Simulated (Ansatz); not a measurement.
# Si on Co(0001): change of the work function, part 3 of 4

Aim: the work function of Co(0001) at several coverages of Si (fcc site), and the dipole that each adsorbate carries.

Ansatz 0.2.0; plane-wave DFT, PBE, Ansatz PAW.

So far, work function, upper face (eV): step 2 (the clean slab) 4.93; step 3 (37 atoms, coverage 0.111 ML, cell 3x3) 4.85.

### Step 4. The covered slab, k-mesh 6×6×1, coverage 0.25 ML

System of this step: Si/Co(0001). The cell holds 17 atoms: 16 Co and 1 Si. Its edges and angles: a = 5.020 Å, b = 5.020 Å, c = 25.991 Å, α = 90.0°, β = 90.0°, γ = 60.0°. Vacuum lies along c.

Another coverage, to see how the dipoles act on each other as their distance changes.

input.yaml

```yaml
crystal:
  lattice:
    - [5.02, 0.0, 0.0]
    - [2.51, 4.347447527, 0.0]
    - [0.0, 0.0, 25.9908585256]
  atoms:
    - { symbol: Co, position: [0.3333333333, 0.3333333333, 0.346275595], spin: 1.82 }
    - { symbol: Co, position: [0.0, 0.0, 0.4245958243], spin: 1.76 }
    - { symbol: Co, position: [0.3333333333, 0.3333333333, 0.5032929981], spin: 1.74 }
    - { symbol: Co, position: [0.0, 0.0, 0.5781433142], spin: 1.79 }
    - { symbol: Co, position: [0.3333333333, 0.8333333333, 0.346275595], spin: 1.82 }
    - { symbol: Co, position: [0.0, 0.5, 0.4245958243], spin: 1.76 }
    - { symbol: Co, position: [0.3333333333, 0.8333333333, 0.5032929981], spin: 1.74 }
    - { symbol: Co, position: [0.0, 0.5, 0.5781433142], spin: 1.79 }
    - { symbol: Co, position: [0.8333333333, 0.3333333333, 0.346275595], spin: 1.82 }
    - { symbol: Co, position: [0.5, 0.0, 0.4245958243], spin: 1.76 }
    - { symbol: Co, position: [0.8333333333, 0.3333333333, 0.5032929981], spin: 1.74 }
    - { symbol: Co, position: [0.5, 0.0, 0.5781433142], spin: 1.79 }
    - { symbol: Co, position: [0.8333333333, 0.8333333333, 0.346275595], spin: 1.82 }
    - { symbol: Co, position: [0.5, 0.5, 0.4245958243], spin: 1.76 }
    - { symbol: Co, position: [0.8333333333, 0.8333333333, 0.5032929981], spin: 1.74 }
    - { symbol: Co, position: [0.5, 0.5, 0.5781433142], spin: 1.79 }
    - { symbol: Si, position: [0.1666666667, 0.1666666667, 0.653724405] }
magnetization:
  spin_polarized: true
kpoints:
  mp_grid: { grid: [6, 6, 1] }
hamiltonian:
  xc: pbe
scf:
  occupations: { method: fermi_dirac, width: 0.1 }
  convergence: { dr2_threshold: 1.0e-08 }
efield:
  axis: 3
  dipole_correction: true
  ramp_position: 0.97
  ramp_width: 0.06
relax:
  f_tol: 0.02
  max_steps: 60
  constraints: [{ sites: [0, 1, 4, 5, 8, 9, 12, 13] }]
output:
  dos: { projected: true, e_range: [-8, 4] }
  write_potential: true
  write_density: true
  volumetric_format: npy
  elf: true
```

Command:

```sh
$ ansatz run input.yaml --threads 4 --pin off --max-ram 16384MiB --backend cpu --events-out ev --progress --plain --runs-dir out
```

Numbers of over 12 decimals in the logs are rounded to 6 here.

What it wrote:

```text
[...]
Crystal: 17 atoms, lattice volume = 567.229 Å³
Basis set: ecut = 420 eV, 11157 PW (Γ), exchange–correlation on 72×72×360 points (8 copies of the dense FFT grid, shifted against one another)
Bands: 183, of which v1, the nominal top of the filled ones, is band 138 counted from 1 (137 counted from 0)
Symmetry: 6 space group operations
k-points: 7 of 36 (time reversal used)
[...]
Starting moments: Σ|m| = 28.44 μB on 16 of 17 sites
[...]
SCF iter   1: F=—  HF=-82640.902794 eV  |F-HF|=—  |Δ(HF+E_count)|=         —  Δρ=4.31e-2 (↑1.17e-2 ↓4.31e-2)  dr2=3.70e1  dr2_m=1.98e0  M=27.476 μB ∫|m|=28.552 μB  β_m=1.00  ethr=3.10e-3  p=-0.000 e·Å  D=-6.74e-7 V/Å  ΔV_dip=0.00 eV  dr2_dipole=2.73e0  V_vac-E_F(+/−)=7.29/7.29 eV  ⟨swp⟩=9.1  Hψ=12929  notcnv=0  defer=175
[...]
SCF iter  17: F=-82648.558628 eV  HF=-82648.558628 eV  |F-HF|=2.90e-9  |Δ(HF+E_count)|=   1.19e-8  Δρ=5.92e-7 (↑2.95e-7 ↓5.92e-7)  dr2=3.76e-9  dr2_m=1.52e-10  M=26.579 μB ∫|m|=29.473 μB  ethr=1.00e-12  p=0.019 e·Å  D=6.00e-3 V/Å  ΔV_dip=-0.16 eV  dr2_dipole=2.72e-10  V_vac-E_F(+/−)=4.84/5.00 eV  ⟨swp⟩=13.6  Hψ=18706  notcnv=0
SCF 1 converged in 17 iterations: F = -82648.558628 eV  dr2 = 3.76e-9
[...]
relax step   1: F+E_penalty+E_count = -82648.55862834 eV  Δ(F+E_penalty+E_count) = +0.000e0 eV  max|allowed force component| = 1.805e0 eV/Å  Δτ_max = 0.0000 Å  (17 SCF iters, accepted)
[...]
SCF iter  13: F=-82648.743650 eV  HF=-82648.743650 eV  |F-HF|=4.66e-10  |Δ(HF+E_count)|=   3.29e-9  Δρ=4.93e-7 (↑2.22e-7 ↓4.93e-7)  dr2=2.45e-9  dr2_m=1.36e-10  M=26.483 μB ∫|m|=29.288 μB  ethr=2.88e-12  p=0.018 e·Å  D=5.68e-3 V/Å  ΔV_dip=-0.15 eV  dr2_dipole=1.49e-12  V_vac-E_F(+/−)=4.85/5.00 eV  ⟨swp⟩=12.0  Hψ=16904  notcnv=0
SCF 2 converged in 13 iterations: F = -82648.743650 eV  dr2 = 2.45e-9
relax step   2: F+E_penalty+E_count = -82648.74365032 eV  Δ(F+E_penalty+E_count) = -1.850e-1 eV  max|allowed force component| = 1.073e0 eV/Å  Δτ_max = 0.1166 Å  (13 SCF iters, accepted)
SCF iter   1: F=—  HF=-82648.804345 eV  |F-HF|=—  |Δ(HF+E_count)|=         —  Δρ=2.97e-3 (↑2.51e-3 ↓2.97e-3)  dr2=4.42e-2  dr2_m=3.35e-2  M=26.313 μB ∫|m|=29.066 μB  β_m=1.00  ethr=1.33e-4  p=0.018 e·Å  D=5.68e-3 V/Å  ΔV_dip=-0.15 eV  dr2_dipole=7.34e-4  V_vac-E_F(+/−)=4.85/5.00 eV  ⟨swp⟩=4.8  Hψ=6883  notcnv=0  defer=264
[...]
SCF iter  13: F=-82648.830164 eV  HF=-82648.830164 eV  |F-HF|=3.25e-9  |Δ(HF+E_count)|=   3.05e-8  Δρ=5.64e-7 (↑1.58e-7 ↓5.64e-7)  dr2=4.68e-9  dr2_m=2.63e-10  M=26.299 μB ∫|m|=29.018 μB  ethr=1.00e-12  p=0.021 e·Å  D=6.62e-3 V/Å  ΔV_dip=-0.17 eV  dr2_dipole=9.35e-10  V_vac-E_F(+/−)=4.82/4.99 eV  ⟨swp⟩=11.3  Hψ=16724  notcnv=0
SCF 3 converged in 13 iterations: F = -82648.830164 eV  dr2 = 4.68e-9
relax step   3: F+E_penalty+E_count = -82648.83016367 eV  Δ(F+E_penalty+E_count) = -8.651e-2 eV  max|allowed force component| = 2.668e-1 eV/Å  Δτ_max = 0.1560 Å  (13 SCF iters, accepted)
[...]
relax step   4: F+E_penalty+E_count = -82648.83519889 eV  Δ(F+E_penalty+E_count) = -5.035e-3 eV  max|allowed force component| = 2.429e-2 eV/Å  Δτ_max = 0.0180 Å  (12 SCF iters, accepted)
SCF iter   1: F=—  HF=-82648.835716 eV  |F-HF|=—  |Δ(HF+E_count)|=         —  Δρ=1.87e-4 (↑1.44e-4 ↓1.87e-4)  dr2=1.98e-4  dr2_m=1.17e-4  M=26.326 μB ∫|m|=29.055 μB  β_m=1.00  ethr=1.69e-6  p=0.020 e·Å  D=6.26e-3 V/Å  ΔV_dip=-0.16 eV  dr2_dipole=1.78e-5  V_vac-E_F(+/−)=4.83/4.99 eV  ⟨swp⟩=2.3  Hψ=4245  notcnv=0  defer=58
[...]
SCF iter  10: F=-82648.835372 eV  HF=-82648.835372 eV  |F-HF|=1.14e-8  |Δ(HF+E_count)|=   1.49e-8  Δρ=6.96e-7 (↑3.40e-7 ↓6.96e-7)  dr2=9.59e-9  dr2_m=3.70e-10  M=26.325 μB ∫|m|=29.052 μB  ethr=1.00e-12  p=0.020 e·Å  D=6.23e-3 V/Å  ΔV_dip=-0.16 eV  dr2_dipole=2.34e-9  V_vac-E_F(+/−)=4.83/4.99 eV  ⟨swp⟩=8.6  Hψ=15921  notcnv=0
SCF 5 converged in 10 iterations: F = -82648.835372 eV  dr2 = 9.59e-9
relax step   5: F+E_penalty+E_count = -82648.83537199 eV  Δ(F+E_penalty+E_count) = -1.731e-4 eV  max|allowed force component| = 8.793e-3 eV/Å  Δτ_max = 0.0036 Å  (10 SCF iters, accepted)
[...]
SCF converged after 10 iterations
Magnetization: 26.3246 μB (151.1623 up, 124.8377 down)
Absolute magnetization: 29.0598 μB (∫|ρ↑−ρ↓|, with the PAW one-centre terms)
[...]
Per-site moments (μB) at R_I (Å): [(1.836381, 1.030734), (1.765676, 1.016453), (1.734181, 1.008434), (1.407609, 0.932418), (1.836381, 1.030734), (1.765676, 1.016453), (1.734181, 1.008434), (1.407609, 0.932418), (1.836381, 1.030734), (1.765676, 1.016453), (1.734181, 1.008434), (1.407609, 0.932418), (1.842064, 1.030734), (1.764442, 1.030734), (1.748281, 1.010681), (1.879220, 1.014067), (-0.065494, 0.932418)]
Free energy (F): -82648.835372 eV
[...]
Internal energy: -82648.219970 eV  (E = F + TS)
E sigma→0 (E₀):  -82648.527671 eV
Entropy (-TS):   -0.615402 eV (-36.200 meV/atom)
Fermi energy:    2.772800 eV
Dipole field:    D = 0.006189 V/Å  (p = 0.019401 e·Å, saw-weighted, corrected)
Work function:   Φ+ = 4.8330 eV   Φ− = 4.9939 eV
[...]
--- Forces (eV/Å), atoms counted from 1 ---
  atom   1  Co    -0.00538582    -0.00310950     0.44149251
  atom   2  Co     0.04236934     0.02446195    -0.47647237
  atom   3  Co     0.00206213     0.00119057     0.00010669
  atom   4  Co     0.00100759     0.00058174     0.00165408
  atom   5  Co     0.00000000     0.00621900     0.44149251
  atom   6  Co    -0.00000000    -0.04892390    -0.47647237
  atom   7  Co    -0.00000000    -0.00238114     0.00010669
  atom   8  Co     0.00000000    -0.00116347     0.00165408
  atom   9  Co     0.00538582    -0.00310950     0.44149251
  atom  10  Co    -0.04236934     0.02446195    -0.47647237
  atom  11  Co    -0.00206213     0.00119057     0.00010669
  atom  12  Co    -0.00100759     0.00058174     0.00165408
  atom  13  Co     0.00000000    -0.00000000     0.45712528
  atom  14  Co    -0.00000000     0.00000000    -0.35648907
  atom  15  Co     0.00000000    -0.00000000    -0.00645468
  atom  16  Co    -0.00000000     0.00000000     0.00879291
  atom  17  Si     0.00000000    -0.00000000    -0.00325254
  max |Σ_I F_I| component: 6.47e-5 eV/Å
--- Band table (eV; the first three rows and the last of 14) ---
  k-point 0 ↑: bands = [... 134 lower, 1.8521, 1.8764, 1.9943, 1.9943, 2.0115, 2.0662, 2.0662, 2.0738, ... 41 higher]
  k-point 1 ↑: bands = [... 134 lower, 1.7885, 1.8195, 1.8349, 1.8361, 1.8582, 1.8781, 1.8896, 1.9739, ... 41 higher]
  k-point 2 ↑: bands = [... 134 lower, 1.5295, 1.5510, 1.5804, 1.6339, 1.6709, 1.7110, 1.7218, 1.7518, ... 41 higher]
  k-point 6 ↓: bands = [... 134 lower, 3.3004, 3.4430, 3.4596, 3.5097, 3.5302, 3.5431, 3.5781, 3.6054, ... 41 higher]
--- Relaxed structure (5 steps of the walk, 5 accepted, 0 SCFs on fresh bases) ---
  F+E_penalty+E_count = -82648.83537199 eV   max|allowed force component| = 8.793e-3 eV/Å
  atoms:
    - { symbol: Co, position: [0.333333, 0.333333, 0.346275595] }
    - { symbol: Co, position: [2.6667121670171407e-17, 2.6667121670171398e-17, 0.424596] }
    - { symbol: Co, position: [0.333439, 0.333439, 0.503308] }
    - { symbol: Co, position: [-0.00479351, -0.00479351, 0.578439] }
    - { symbol: Co, position: [0.333333, 0.833333, 0.346275595] }
    - { symbol: Co, position: [8.326672684688674e-17, 0.500000, 0.424596] }
    - { symbol: Co, position: [0.333439, 0.833123, 0.503308] }
    - { symbol: Co, position: [-0.00479351, 0.509587, 0.578439] }
    - { symbol: Co, position: [0.833333, 0.333333, 0.346275595] }
    - { symbol: Co, position: [0.5, 2.6667121670171398e-17, 0.424596] }
    - { symbol: Co, position: [0.833123, 0.333439, 0.503308] }
    - { symbol: Co, position: [0.509587, -0.00479351, 0.578439] }
    - { symbol: Co, position: [0.833333, 0.833333, 0.346275595] }
    - { symbol: Co, position: [0.500000, 0.500000, 0.424596] }
    - { symbol: Co, position: [0.833333, 0.833333, 0.501275] }
    - { symbol: Co, position: [0.500000, 0.500000, 0.579738] }
    - { symbol: Si, position: [0.166667, 0.166667, 0.643811] }
```

Elapsed: 6.9 min, on 4 threads of Arm Neoverse V1, shared host; peak memory 3.1 GiB.

Step by step:

| step | energy less that of the first step (eV) | largest force component (eV/Å) |
| --- | --- | --- |
| 1 | 0.0000 | 1.8051 |
| 2 | -0.1850 | 1.0734 |
| 3 | -0.2715 | 0.2668 |
| 4 | -0.2766 | 0.0243 |
| 5 | -0.2767 | 0.0088 |

Forces are held to the 6 operations that the run works with; a distortion that breaks them can't arise in this run.

The atoms that moved most (Å):

| atom | dx | dy | dz | length |
| --- | --- | --- | --- | --- |
| Si17 | 0.000 | 0.000 | -0.258 | 0.258 |
| Co15 | 0.000 | 0.000 | -0.052 | 0.052 |
| Co12 | 0.036 | -0.021 | 0.008 | 0.042 |
| Co4 | -0.036 | -0.021 | 0.008 | 0.042 |
| Co8 | 0.000 | 0.042 | 0.008 | 0.042 |
| Co16 | 0.000 | 0.000 | 0.041 | 0.041 |

The relaxed structure:

```xyz
17
Lattice="5.0200 0.0000 0.0000 2.5100 4.3474 0.0000 0.0000 0.0000 25.9909" Properties=species:S:1:pos:R:3
Co    2.5100    1.4491    9.0000
Co    0.0000    0.0000   11.0356
Co    2.5108    1.4496   13.0814
Co   -0.0361   -0.0208   15.0341
Co    3.7650    3.6229    9.0000
Co    1.2550    2.1737   11.0356
Co    3.7650    3.6220   13.0814
Co    1.2550    2.2154   15.0341
Co    5.0200    1.4491    9.0000
Co    2.5100    0.0000   11.0356
Co    5.0192    1.4496   13.0814
Co    2.5461   -0.0208   15.0341
Co    6.2750    3.6229    9.0000
Co    3.7650    2.1737   11.0356
Co    6.2750    3.6229   13.0286
Co    3.7650    2.1737   15.0679
Si    1.2550    0.7246   16.7332
```

Numbers from this step:

```yaml
energy_at_zero_smearing: -82648.5277 eV
total_moment: 26.32 μB
work_function_upper_face: 4.833 eV
work_function_lower_face: 4.994 eV
dipole_along_the_normal: 0.01940 e·Å
step_between_the_vacuum_levels: -0.1609 eV
```

The density of states has structure finer than the step of the table below, so its rows give means over 0.25 eV, whole bins alone (the curve runs from -8 to 1.98 eV). Peaks (eV: height): total -2.530: 58.5, -2.320: 50.2, -1.650: 48.3, -1.560: 48.8, -1.080: 72.3, -0.870: 60.5, -0.720: 52.4; up -2.530: 34.3, -2.380: 34.6, -2.320: 36.5, -2.230: 37.5, -1.860: 31.4, -1.650: 38.0, -1.080: 50.4; down -2.260: 26.1, -0.870: 29.4, -0.720: 32.3, 0.090: 31.2, 0.810: 37.0, 0.930: 35.1, 1.080: 39.1.

Density of states against energy, zero at the Fermi level; means over each step; values in states/eV a cell:

| energy (eV) | total | up | down |
| --- | --- | --- | --- |
| -7.75 | 3.36 | 2.04 | 1.32 |
| -7.50 | 1.28 | 0.650 | 0.625 |
| -7.25 | 1.20 | 0.622 | 0.578 |
| -7.00 | 1.36 | 0.725 | 0.638 |
| -6.75 | 1.86 | 0.944 | 0.915 |
| -6.50 | 1.66 | 0.900 | 0.758 |
| -6.25 | 2.58 | 1.48 | 1.10 |
| -6.00 | 3.68 | 1.88 | 1.79 |
| -5.75 | 2.61 | 1.64 | 0.967 |
| -5.50 | 2.57 | 1.06 | 1.51 |
| -5.25 | 4.12 | 3.51 | 0.610 |
| -5.00 | 7.54 | 6.15 | 1.39 |
| -4.75 | 12.4 | 8.59 | 3.81 |
| -4.50 | 13.4 | 11.0 | 2.38 |
| -4.25 | 17.7 | 15.6 | 2.08 |
| -4.00 | 17.2 | 10.4 | 6.75 |
| -3.75 | 19.5 | 15.1 | 4.37 |
| -3.50 | 24.3 | 16.4 | 7.83 |
| -3.25 | 18.9 | 9.67 | 9.19 |
| -3.00 | 27.1 | 17.7 | 9.43 |
| -2.75 | 31.1 | 22.2 | 8.91 |
| -2.50 | 41.4 | 29.4 | 12.0 |
| -2.25 | 43.1 | 26.2 | 16.8 |
| -2.00 | 24.7 | 17.3 | 7.38 |
| -1.75 | 33.2 | 21.6 | 11.6 |
| -1.50 | 37.5 | 19.5 | 18.0 |
| -1.25 | 38.7 | 20.3 | 18.4 |
| -1.00 | 49.8 | 27.6 | 22.2 |
| -0.75 | 42.5 | 19.7 | 22.7 |
| -0.50 | 23.4 | 5.35 | 18.0 |
| -0.25 | 15.9 | 3.02 | 12.8 |
| 0.00 | 20.1 | 4.02 | 16.0 |
| 0.25 | 18.8 | 1.91 | 16.9 |
| 0.50 | 18.5 | 2.88 | 15.6 |
| 0.75 | 27.7 | 3.18 | 24.5 |
| 1.00 | 34.7 | 5.89 | 28.8 |
| 1.25 | 17.0 | 1.09 | 15.9 |
| 1.50 | 6.36 | 2.12 | 4.24 |
| 1.75 | 7.64 | 2.57 | 5.07 |

Projected DOS per atom over height of the atomic layer and energy from the Fermi level. Layers: Co4 Co4 Co4 Co4 Si from below.

Ten even steps from '_' (0.02 states/eV) to '@' (3.19 states/eV), each cell a mean:
```
______..--
::--::::..
++++++==::
--::::--::
--::::--::
========..
@@@@@@%%..
%%****##::
++====**::
%%##**##::
**++****..
--====--..
--======..
::--==::__
..----..__
__......__
__________
__________
__________
__________
__________
________==
```
Columns: height of the atomic layer (Å) from 9 to 16.7 (not evenly spaced); rows upwards: energy from the Fermi level (eV) from -7.96 to 1.95.

Projected DOS per atom, spin up over height of the atomic layer and energy from the Fermi level. Layers: Co4 Co4 Co4 Co4 Si from below.

Ten even steps from '_' (0.01 states/eV) to '@' (1.95 states/eV), each cell a mean:
```
________::
________..
________--
________::
______..::
....::::..
**@@@@##..
%%**++**..
##====++..
@@####%%..
%%****##..
--==--==..
========__
--====--__
..====::__
..::::..__
__________
__________
__________
__________
__________
________--
```
Columns: height of the atomic layer (Å) from 9 to 16.7 (not evenly spaced); rows upwards: energy from the Fermi level (eV) from -7.96 to 1.95.

Projected DOS per atom, spin down over height of the atomic layer and energy from the Fermi level. Layers: Co4 Co4 Co4 Co4 Si from below.

Ten even steps from '0' (0.01 states/eV) to '9' (1.83 states/eV), each cell a mean:
```
11113
35431
88861
64461
43342
76551
96661
54562
22243
45442
13331
23321
12211
01110
01000
00000
00000
00000
00000
00000
00000
00003
```
Columns: height of the atomic layer (Å) from 9 to 16.7 (not evenly spaced); rows upwards: energy from the Fermi level (eV) from -7.96 to 1.95.

Site moment by atom:

| atom | site moment (μB) |
| --- | --- |
| Co1 | 1.84 |
| Co2 | 1.77 |
| Co3 | 1.73 |
| Co4 | 1.41 |
| Co5 | 1.84 |
| Co6 | 1.77 |
| Co7 | 1.73 |
| Co8 | 1.41 |
| Co9 | 1.84 |
| Co10 | 1.77 |
| Co11 | 1.73 |
| Co12 | 1.41 |
| Co13 | 1.84 |
| Co14 | 1.76 |
| Co15 | 1.75 |
| Co16 | 1.88 |
| Si17 | -0.07 |

Spin density in the ca plane at fractional y = 0.000, with atoms of Co within 0.2 Å of it.

Ten even steps from '0' (0.0 e/Å³) to '9' (5.2 e/Å³), each cell a mean:
```
00000000351000000003510000000000000000000000
00000000000000000000000000000000000000000000
00000000000000000000000000000000000000000000
00000000000000000000000000000000000000000000
00000000000000000000000000000000000000000000
00000000351000000003510000000000000000000000
00000000692000000005710000000000000000000000
00000000110000000000100000000000000000000000
00000000000000000000000000000000000000000000
00000000000000000000000000000000000000000000
00000000000000000000000000000000000000000000
00000000110000000000100000000000000000000000
00000000692000000005710000000000000000000000
```
Columns run along c (16.0 Å, from fractional 0.30 to 0.92 of the cell), rows up along a (5.0 Å). Atoms in or near the plane, at fractional coordinates: Co at (0.42, 0.00), Co at (0.58, 0.00), Co at (0.42, 0.50), Co at (0.58, 0.51).

ELF in the ca plane at fractional y = 0.000, with atoms of Co within 0.2 Å of it. It is the smooth field of the valence electrons, not physical close to the nuclei.

Ten even steps from '0' (0.00) to '9' (0.96), each cell a mean:
```
33333313785133223238951233332100000000000000
22111221232221112213321111100000000000000000
11221122222211211222222210000000000000000000
11221122222211211222222210000000000000000000
22111221232221112213321111100000000000000000
33333313785133223238951233332100000000000000
34433314996223333249962366766421000000000000
33222222563122222224533678888753100000000000
21111121111221111221125778999864200000000000
11221123222311221222246667999875200000000000
21111121111221111221125778999864200000000000
33222222563122222224533678888753100000000000
34433314996223333249962366766421000000000000
```
Columns run along c (16.0 Å, from fractional 0.30 to 0.92 of the cell), rows up along a (5.0 Å). Atoms in or near the plane, at fractional coordinates: Co at (0.42, 0.00), Co at (0.58, 0.00), Co at (0.42, 0.50), Co at (0.58, 0.51).

Valence density in the ca plane at fractional y = 0.000, with atoms of Co within 0.2 Å of it. It is the smooth field of the valence electrons, not physical close to the nuclei.

Ten steps, logarithmic in the rise over the least value, from '0' (0 e/Å³) to '9' (39 e/Å³), each cell a mean:
```
00111114886211111148962000000000000000000000
00111112342111111124431000000000000000000000
01232111111112321111110000000000000000000000
01232111111112321111110000000000000000000000
00111112342111111124431000000000000000000000
00111114886211111148962000000000000000000000
00111115996211111159962100000000000000000000
00111113664111111135641111000000000000000000
01222111221111221111211111100000000000000000
01232111111112331111111111100000000000000000
01122111221111221111211111100000000000000000
00111113664111111135641111000000000000000000
00111115996211111159962100000000000000000000
```
Columns run along c (16.0 Å, from fractional 0.30 to 0.92 of the cell), rows up along a (5.0 Å). Atoms in or near the plane, at fractional coordinates: Co at (0.42, 0.00), Co at (0.58, 0.00), Co at (0.42, 0.50), Co at (0.58, 0.51).

The relaxation took 5 steps and lowered the energy by 0.28 eV; the largest force on the free atoms ends at 0.0088 eV/Å.

By hand: a sheet of dipoles makes a step −p/(ε₀A) in the electron's potential. With e/ε₀ = 180.95 V·Å, p = 0.01940 e·Å and A = 21.82 Å², that is −180.95 × (0.01940) / 21.82 = -0.161 eV, and the two vacuum levels of the run differ by -0.161 eV.

The covered face has 4.83 eV, -0.09 eV against the clean one; the bare back face has moved by +0.01 eV, a measure of how thin the slab is.

[end of part 3 of 4]

[Logs are printed without paths, hosts, clocks, repeated set-up lines and the standing remarks that a program may print on its own settings, such as how far it seeks lower states.]

[Hosts, paths, dates, database ids (printed as entryN), source tags and the programs' standing remarks are cut or masked in the printed files.]

[Maps of the electrostatic potential energy from Ansatz leave out the sawtooth potential of an applied field or a dipole correction, so their vacuum need not be flat; planar profiles and work functions include it.]
